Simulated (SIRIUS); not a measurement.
# Sn (Im-3m) in SIRIUS: further runs, part 2 of 2

SIRIUS 7.12.0. The steps go on from the part before.

## Step 4: Equation of state, PBEsol, 26.66 Å³/atom (volume scaled by 0.98)

The input, sirius.json:

```json
{
  "control": {
    "processing_unit": "cpu",
    "std_evp_solver_name": "lapack",
    "gen_evp_solver_name": "lapack",
    "verbosity": 2,
    "print_forces": false,
    "ortho_rf": true,
    "use_second_variation": true,
    "rmt_max": 3.0,
    "num_bands_to_print": 17,
    "save_wf": true
  },
  "parameters": {
    "electronic_structure_method": "full_potential_lapwlo",
    "xc_functionals": ["XC_GGA_X_PBE_SOL", "XC_GGA_C_PBE_SOL"],
    "core_relativity": "dirac",
    "valence_relativity": "iora",
    "num_fv_states": 17,
    "smearing": "fermi_dirac",
    "smearing_width": 0.0018374661,
    "pw_cutoff": 20,
    "gk_cutoff": 3.31,
    "lmax_apw": 10,
    "lmax_rho": 8,
    "lmax_pot": 8,
    "num_mag_dims": 0,
    "auto_rmt": 0,
    "ngridk": [10, 10, 10],
    "shiftk": [0, 0, 0],
    "num_dft_iter": 80,
    "energy_tol": 1e-07,
    "density_tol": 1e-05,
    "use_symmetry": true
  },
  "settings": {"tol_ne": 1e-10},
  "iterative_solver": {"type": "exact"},
  "mixer": {"type": "anderson", "beta": 0.5, "max_history": 8},
  "unit_cell": {
    "lattice_vectors": [
      [-3.5563429664, 3.5563429664, 3.5563429664],
      [3.5563429664, -3.5563429664, 3.5563429664],
      [3.5563429664, 3.5563429664, -3.5563429664]
    ],
    "atom_types": ["Sn"],
    "atom_files": {"Sn": "Sn.json"},
    "atoms": {"Sn": [[0.0, 0.0, 0.0]]}
  }
}
```

The input, Sn.json:

```json
{
  "name": "tin",
  "symbol": "Sn",
  "number": 50,
  "mass": 118.71,
  "rmin": 1e-06,
  "rmt": 2.54,
  "nrmt": 800,
  "rinf": 17.22,
  "core": "1s2s2p3s3p3d",
  "valence": [
    {"basis": [{"enu": 0.04, "dme": 0, "n": 0, "auto": 0}, {"enu": 0.04, "dme": 1, "n": 0, "auto": 0}]},
    {"l": 0, "n": 1, "basis": [{"enu": 0.063, "dme": 0, "n": 0, "auto": 0}]},
    {"l": 1, "n": 2, "basis": [{"enu": 0.14, "dme": 0, "n": 0, "auto": 0}]},
    {"l": 2, "n": 3, "basis": [{"enu": 0.14, "dme": 0, "n": 0, "auto": 0}]},
    {"l": 3, "n": 4, "basis": [{"enu": 0.14, "dme": 0, "n": 0, "auto": 0}]}
  ],
  "lo": [
    {"l": 0, "basis": [{"enu": 0.063, "dme": 0, "n": 0, "auto": 0}, {"enu": 0.063, "dme": 1, "n": 0, "auto": 0}]},
    {
      "l": 0,
      "basis": [{"enu": -4.6145, "dme": 0, "n": 4, "auto": 1}, {"enu": -4.6145, "dme": 1, "n": 4, "auto": 1}]
    },
    {
      "l": 0,
      "basis": [{"enu": -4.6145, "dme": 1, "n": 4, "auto": 1}, {"enu": 0.063, "dme": 0, "n": 0, "auto": 0}]
    },
    {"l": 0, "basis": [{"enu": 0.063, "dme": 0, "n": 0, "auto": 0}, {"enu": 2.543, "dme": 0, "n": 0, "auto": 0}]},
    {"l": 1, "basis": [{"enu": 0.14, "dme": 0, "n": 0, "auto": 0}, {"enu": 0.14, "dme": 1, "n": 0, "auto": 0}]},
    {
      "l": 1,
      "basis": [{"enu": -3.0043, "dme": 0, "n": 4, "auto": 1}, {"enu": -3.0043, "dme": 1, "n": 4, "auto": 1}]
    },
    {
      "l": 1,
      "basis": [{"enu": -3.0043, "dme": 1, "n": 4, "auto": 1}, {"enu": 0.14, "dme": 0, "n": 0, "auto": 0}]
    },
    {"l": 1, "basis": [{"enu": 0.14, "dme": 0, "n": 0, "auto": 0}, {"enu": 2.992, "dme": 0, "n": 0, "auto": 0}]},
    {"l": 2, "basis": [{"enu": 0.14, "dme": 0, "n": 0, "auto": 0}, {"enu": 0.14, "dme": 1, "n": 0, "auto": 0}]},
    {
      "l": 2,
      "basis": [{"enu": -0.6716, "dme": 0, "n": 4, "auto": 1}, {"enu": -0.6716, "dme": 1, "n": 4, "auto": 1}]
    },
    {
      "l": 2,
      "basis": [{"enu": -0.6716, "dme": 1, "n": 4, "auto": 1}, {"enu": 0.14, "dme": 0, "n": 0, "auto": 0}]
    },
    {"l": 2, "basis": [{"enu": 0.14, "dme": 0, "n": 0, "auto": 0}, {"enu": 3.364, "dme": 0, "n": 0, "auto": 0}]},
    {"l": 3, "basis": [{"enu": 0.14, "dme": 0, "n": 0, "auto": 0}, {"enu": 0.14, "dme": 1, "n": 0, "auto": 0}]},
    {"l": 3, "basis": [{"enu": 0.14, "dme": 0, "n": 0, "auto": 0}, {"enu": 2.837, "dme": 0, "n": 0, "auto": 0}]}
  ],
  "free_atom": [... radial grid and density of the free atom, the start of the SCF ...]
}
```

The input, sirius_start.json:

```json
{
  "control": {
    "processing_unit": "cpu",
    "std_evp_solver_name": "lapack",
    "gen_evp_solver_name": "lapack",
    "verbosity": 1,
    "print_forces": false,
    "ortho_rf": true,
    "use_second_variation": true,
    "rmt_max": 3.0,
    "num_bands_to_print": 17,
    "save_wf": false
  },
  "parameters": {
    "electronic_structure_method": "full_potential_lapwlo",
    "xc_functionals": ["XC_LDA_X", "XC_LDA_C_PW"],
    "core_relativity": "dirac",
    "valence_relativity": "iora",
    "num_fv_states": 17,
    "smearing": "fermi_dirac",
    "smearing_width": 0.0055123983,
    "pw_cutoff": 20,
    "gk_cutoff": 2.65,
    "lmax_apw": 10,
    "lmax_rho": 8,
    "lmax_pot": 8,
    "num_mag_dims": 0,
    "auto_rmt": 0,
    "ngridk": [4, 4, 4],
    "shiftk": [0, 0, 0],
    "num_dft_iter": 30,
    "energy_tol": 0.01,
    "density_tol": 0.05,
    "use_symmetry": true
  },
  "settings": {"tol_ne": 1e-10},
  "iterative_solver": {"type": "exact"},
  "mixer": {"type": "anderson", "beta": 0.5, "max_history": 8},
  "unit_cell": {
    "lattice_vectors": [
      [-3.5563429664, 3.5563429664, 3.5563429664],
      [3.5563429664, -3.5563429664, 3.5563429664],
      [3.5563429664, 3.5563429664, -3.5563429664]
    ],
    "atom_types": ["Sn"],
    "atom_files": {"Sn": "Sn.json"},
    "atoms": {"Sn": [[0.0, 0.0, 0.0]]}
  }
}
```

The run is started by

```sh
OMP_NUM_THREADS=1 sirius.scf --input=sirius_start.json --output=start.json
OMP_NUM_THREADS=1 sirius.scf --input=sirius.json --output=output.json --task=1
```

It took 25 s on 1 thread of Arm Neoverse V1, shared host; peak memory 0.32 GiB.

It converged, with:

```
Free energy                                       : -168066.9837 eV
Band gap on the k mesh                            : none (metal or under the smearing width)
All electrons inside the program's atomic spheres : Sn 47.92 (radii Sn 2.54 bohr)
```

## Step 5: Equation of state, PBEsol, 27.20 Å³/atom

Edit sirius.json of step 4 so:

```diff
@@ -40,5 +40,5 @@
     "lattice_vectors": [
-      [-3.5563429664, 3.5563429664, 3.5563429664],
-      [3.5563429664, -3.5563429664, 3.5563429664],
-      [3.5563429664, 3.5563429664, -3.5563429664]
+      [-3.5803730398, 3.5803730398, 3.5803730398],
+      [3.5803730398, -3.5803730398, 3.5803730398],
+      [3.5803730398, 3.5803730398, -3.5803730398]
     ],
```

Sn.json is that of step 4.

Edit sirius_start.json of step 4 so:

```diff
@@ -40,5 +40,5 @@
     "lattice_vectors": [
-      [-3.5563429664, 3.5563429664, 3.5563429664],
-      [3.5563429664, -3.5563429664, 3.5563429664],
-      [3.5563429664, 3.5563429664, -3.5563429664]
+      [-3.5803730398, 3.5803730398, 3.5803730398],
+      [3.5803730398, -3.5803730398, 3.5803730398],
+      [3.5803730398, 3.5803730398, -3.5803730398]
     ],
```

The run is started by

```sh
OMP_NUM_THREADS=1 sirius.scf --input=sirius_start.json --output=start.json
OMP_NUM_THREADS=1 sirius.scf --input=sirius.json --output=output.json --task=1
```

Run time: 26 s. Hardware: 1 thread of Arm Neoverse V1, shared host; peak memory 0.33 GiB.

It converged, with:

```yaml
Free_energy: -168066.9778 eV
Band_gap_on_the_k_mesh: none (metal or under the smearing width)
All_electrons_inside_the_program's_atomic_spheres: Sn 47.91 (radii Sn 2.54 bohr)
```

## Step 6: Equation of state, PBEsol, 27.75 Å³/atom (volume scaled by 1.02)

Edit sirius.json of step 5 so:

```diff
@@ -40,5 +40,5 @@
     "lattice_vectors": [
-      [-3.5803730398, 3.5803730398, 3.5803730398],
-      [3.5803730398, -3.5803730398, 3.5803730398],
-      [3.5803730398, 3.5803730398, -3.5803730398]
+      [-3.6040848105, 3.6040848105, 3.6040848105],
+      [3.6040848105, -3.6040848105, 3.6040848105],
+      [3.6040848105, 3.6040848105, -3.6040848105]
     ],
```

The input, Sn.json:

```json
{
  "name": "tin",
  "symbol": "Sn",
  "number": 50,
  "mass": 118.71,
  "rmin": 1e-06,
  "rmt": 2.54,
  "nrmt": 800,
  "rinf": 17.22,
  "core": "1s2s2p3s3p3d",
  "valence": [
    {"basis": [{"enu": 0.03, "dme": 0, "n": 0, "auto": 0}, {"enu": 0.03, "dme": 1, "n": 0, "auto": 0}]},
    {"l": 0, "n": 1, "basis": [{"enu": 0.053, "dme": 0, "n": 0, "auto": 0}]},
    {"l": 1, "n": 2, "basis": [{"enu": 0.13, "dme": 0, "n": 0, "auto": 0}]},
    {"l": 2, "n": 3, "basis": [{"enu": 0.13, "dme": 0, "n": 0, "auto": 0}]},
    {"l": 3, "n": 4, "basis": [{"enu": 0.13, "dme": 0, "n": 0, "auto": 0}]}
  ],
  "lo": [
    {"l": 0, "basis": [{"enu": 0.053, "dme": 0, "n": 0, "auto": 0}, {"enu": 0.053, "dme": 1, "n": 0, "auto": 0}]},
    {
      "l": 0,
      "basis": [{"enu": -4.6245, "dme": 0, "n": 4, "auto": 1}, {"enu": -4.6245, "dme": 1, "n": 4, "auto": 1}]
    },
    {
      "l": 0,
      "basis": [{"enu": -4.6245, "dme": 1, "n": 4, "auto": 1}, {"enu": 0.053, "dme": 0, "n": 0, "auto": 0}]
    },
    {"l": 0, "basis": [{"enu": 0.053, "dme": 0, "n": 0, "auto": 0}, {"enu": 2.533, "dme": 0, "n": 0, "auto": 0}]},
    {"l": 1, "basis": [{"enu": 0.13, "dme": 0, "n": 0, "auto": 0}, {"enu": 0.13, "dme": 1, "n": 0, "auto": 0}]},
    {
      "l": 1,
      "basis": [{"enu": -3.0143, "dme": 0, "n": 4, "auto": 1}, {"enu": -3.0143, "dme": 1, "n": 4, "auto": 1}]
    },
    {
      "l": 1,
      "basis": [{"enu": -3.0143, "dme": 1, "n": 4, "auto": 1}, {"enu": 0.13, "dme": 0, "n": 0, "auto": 0}]
    },
    {"l": 1, "basis": [{"enu": 0.13, "dme": 0, "n": 0, "auto": 0}, {"enu": 2.982, "dme": 0, "n": 0, "auto": 0}]},
    {"l": 2, "basis": [{"enu": 0.13, "dme": 0, "n": 0, "auto": 0}, {"enu": 0.13, "dme": 1, "n": 0, "auto": 0}]},
    {
      "l": 2,
      "basis": [{"enu": -0.6816, "dme": 0, "n": 4, "auto": 1}, {"enu": -0.6816, "dme": 1, "n": 4, "auto": 1}]
    },
    {
      "l": 2,
      "basis": [{"enu": -0.6816, "dme": 1, "n": 4, "auto": 1}, {"enu": 0.13, "dme": 0, "n": 0, "auto": 0}]
    },
    {"l": 2, "basis": [{"enu": 0.13, "dme": 0, "n": 0, "auto": 0}, {"enu": 3.354, "dme": 0, "n": 0, "auto": 0}]},
    {"l": 3, "basis": [{"enu": 0.13, "dme": 0, "n": 0, "auto": 0}, {"enu": 0.13, "dme": 1, "n": 0, "auto": 0}]},
    {"l": 3, "basis": [{"enu": 0.13, "dme": 0, "n": 0, "auto": 0}, {"enu": 2.827, "dme": 0, "n": 0, "auto": 0}]}
  ],
  "free_atom": [... radial grid and density of the free atom, the start of the SCF ...]
}
```

Edit sirius_start.json of step 5 so:

```diff
@@ -40,5 +40,5 @@
     "lattice_vectors": [
-      [-3.5803730398, 3.5803730398, 3.5803730398],
-      [3.5803730398, -3.5803730398, 3.5803730398],
-      [3.5803730398, 3.5803730398, -3.5803730398]
+      [-3.6040848105, 3.6040848105, 3.6040848105],
+      [3.6040848105, -3.6040848105, 3.6040848105],
+      [3.6040848105, 3.6040848105, -3.6040848105]
     ],
```

Potentials or basis: all-electron FP-LAPW, apw+lo standard.

The run is started by

```sh
OMP_NUM_THREADS=1 sirius.scf --input=sirius_start.json --output=start.json
OMP_NUM_THREADS=1 sirius.scf --input=sirius.json --output=output.json --task=1
```

Wall time 26 s (1 thread of Arm Neoverse V1, shared host); peak memory 0.33 GiB.

It converged, with:

```yaml
Free_energy: -168066.9680 eV
Band_gap_on_the_k_mesh: none (metal or under the smearing width)
All_electrons_inside_the_program's_atomic_spheres: Sn 47.90 (radii Sn 2.54 bohr)
```

## Step 7: Equation of state, PBEsol, 28.29 Å³/atom (volume scaled by 1.04)

Edit sirius.json of step 6 so:

```diff
@@ -40,5 +40,5 @@
     "lattice_vectors": [
-      [-3.6040848105, 3.6040848105, 3.6040848105],
-      [3.6040848105, -3.6040848105, 3.6040848105],
-      [3.6040848105, 3.6040848105, -3.6040848105]
+      [-3.6274886145, 3.6274886145, 3.6274886145],
+      [3.6274886145, -3.6274886145, 3.6274886145],
+      [3.6274886145, 3.6274886145, -3.6274886145]
     ],
```

The input, Sn.json:

```json
{
  "name": "tin",
  "symbol": "Sn",
  "number": 50,
  "mass": 118.71,
  "rmin": 1e-06,
  "rmt": 2.54,
  "nrmt": 800,
  "rinf": 17.22,
  "core": "1s2s2p3s3p3d",
  "valence": [
    {"basis": [{"enu": 0.02, "dme": 0, "n": 0, "auto": 0}, {"enu": 0.02, "dme": 1, "n": 0, "auto": 0}]},
    {"l": 0, "n": 1, "basis": [{"enu": 0.043, "dme": 0, "n": 0, "auto": 0}]},
    {"l": 1, "n": 2, "basis": [{"enu": 0.12, "dme": 0, "n": 0, "auto": 0}]},
    {"l": 2, "n": 3, "basis": [{"enu": 0.12, "dme": 0, "n": 0, "auto": 0}]},
    {"l": 3, "n": 4, "basis": [{"enu": 0.12, "dme": 0, "n": 0, "auto": 0}]}
  ],
  "lo": [
    {"l": 0, "basis": [{"enu": 0.043, "dme": 0, "n": 0, "auto": 0}, {"enu": 0.043, "dme": 1, "n": 0, "auto": 0}]},
    {
      "l": 0,
      "basis": [{"enu": -4.6345, "dme": 0, "n": 4, "auto": 1}, {"enu": -4.6345, "dme": 1, "n": 4, "auto": 1}]
    },
    {
      "l": 0,
      "basis": [{"enu": -4.6345, "dme": 1, "n": 4, "auto": 1}, {"enu": 0.043, "dme": 0, "n": 0, "auto": 0}]
    },
    {"l": 0, "basis": [{"enu": 0.043, "dme": 0, "n": 0, "auto": 0}, {"enu": 2.523, "dme": 0, "n": 0, "auto": 0}]},
    {"l": 1, "basis": [{"enu": 0.12, "dme": 0, "n": 0, "auto": 0}, {"enu": 0.12, "dme": 1, "n": 0, "auto": 0}]},
    {
      "l": 1,
      "basis": [{"enu": -3.0243, "dme": 0, "n": 4, "auto": 1}, {"enu": -3.0243, "dme": 1, "n": 4, "auto": 1}]
    },
    {
      "l": 1,
      "basis": [{"enu": -3.0243, "dme": 1, "n": 4, "auto": 1}, {"enu": 0.12, "dme": 0, "n": 0, "auto": 0}]
    },
    {"l": 1, "basis": [{"enu": 0.12, "dme": 0, "n": 0, "auto": 0}, {"enu": 2.972, "dme": 0, "n": 0, "auto": 0}]},
    {"l": 2, "basis": [{"enu": 0.12, "dme": 0, "n": 0, "auto": 0}, {"enu": 0.12, "dme": 1, "n": 0, "auto": 0}]},
    {
      "l": 2,
      "basis": [{"enu": -0.6916, "dme": 0, "n": 4, "auto": 1}, {"enu": -0.6916, "dme": 1, "n": 4, "auto": 1}]
    },
    {
      "l": 2,
      "basis": [{"enu": -0.6916, "dme": 1, "n": 4, "auto": 1}, {"enu": 0.12, "dme": 0, "n": 0, "auto": 0}]
    },
    {"l": 2, "basis": [{"enu": 0.12, "dme": 0, "n": 0, "auto": 0}, {"enu": 3.344, "dme": 0, "n": 0, "auto": 0}]},
    {"l": 3, "basis": [{"enu": 0.12, "dme": 0, "n": 0, "auto": 0}, {"enu": 0.12, "dme": 1, "n": 0, "auto": 0}]},
    {"l": 3, "basis": [{"enu": 0.12, "dme": 0, "n": 0, "auto": 0}, {"enu": 2.817, "dme": 0, "n": 0, "auto": 0}]}
  ],
  "free_atom": [... radial grid and density of the free atom, the start of the SCF ...]
}
```

Edit sirius_start.json of step 6 so:

```diff
@@ -40,5 +40,5 @@
     "lattice_vectors": [
-      [-3.6040848105, 3.6040848105, 3.6040848105],
-      [3.6040848105, -3.6040848105, 3.6040848105],
-      [3.6040848105, 3.6040848105, -3.6040848105]
+      [-3.6274886145, 3.6274886145, 3.6274886145],
+      [3.6274886145, -3.6274886145, 3.6274886145],
+      [3.6274886145, 3.6274886145, -3.6274886145]
     ],
```

The run is started by

```sh
OMP_NUM_THREADS=1 sirius.scf --input=sirius_start.json --output=start.json
OMP_NUM_THREADS=1 sirius.scf --input=sirius.json --output=output.json --task=1
```

Wall time 26 s (1 thread of Arm Neoverse V1, shared host); peak memory 0.33 GiB.

It converged, with:

| Quantity | Value |
| --- | --- |
| Free energy | -168066.9571 eV |
| Band gap on the k mesh | none (metal or under the smearing width) |
| All electrons inside the program's atomic spheres | Sn 47.89 (radii Sn 2.54 bohr) |

## Step 8: Equation of state, PBEsol, 28.84 Å³/atom (volume scaled by 1.06)

Edit sirius.json of step 7 so:

```diff
@@ -40,5 +40,5 @@
     "lattice_vectors": [
-      [-3.6274886145, 3.6274886145, 3.6274886145],
-      [3.6274886145, -3.6274886145, 3.6274886145],
-      [3.6274886145, 3.6274886145, -3.6274886145]
+      [-3.6505942605, 3.6505942605, 3.6505942605],
+      [3.6505942605, -3.6505942605, 3.6505942605],
+      [3.6505942605, 3.6505942605, -3.6505942605]
     ],
```

Sn.json is that of step 7.

Edit sirius_start.json of step 7 so:

```diff
@@ -40,5 +40,5 @@
     "lattice_vectors": [
-      [-3.6274886145, 3.6274886145, 3.6274886145],
-      [3.6274886145, -3.6274886145, 3.6274886145],
-      [3.6274886145, 3.6274886145, -3.6274886145]
+      [-3.6505942605, 3.6505942605, 3.6505942605],
+      [3.6505942605, -3.6505942605, 3.6505942605],
+      [3.6505942605, 3.6505942605, -3.6505942605]
     ],
```

The run is started by

```sh
OMP_NUM_THREADS=1 sirius.scf --input=sirius_start.json --output=start.json
OMP_NUM_THREADS=1 sirius.scf --input=sirius.json --output=output.json --task=1
```

Run time: 27 s. Hardware: 1 thread of Arm Neoverse V1, shared host; peak memory 0.33 GiB.

It converged, with:

```yaml
Free_energy: -168066.9432 eV
Band_gap_on_the_k_mesh: none (metal or under the smearing width)
All_electrons_inside_the_program's_atomic_spheres: Sn 47.88 (radii Sn 2.54 bohr)
```

## Step 9: Equation of state, PBEsol

Potentials or basis: all-electron FP-LAPW, apw+lo standard.

This step only gathers the single runs of the series.

Results:

| Item | Value |
| --- | --- |
| Equilibrium volume | 25.95 Å³/atom |
| Bulk modulus | 56 GPa |
| Pressure derivative of the bulk modulus | 6.0 (rough: it moves with the points fitted) |

Energy against volume, from the lowest point:
```tsv
volume (Å³/atom)	energy (meV/atom)
25.573	0.74
26.117	0.00
26.661	2.95
27.205	8.87
27.749	18.65
28.293	29.62
28.837	43.45
```
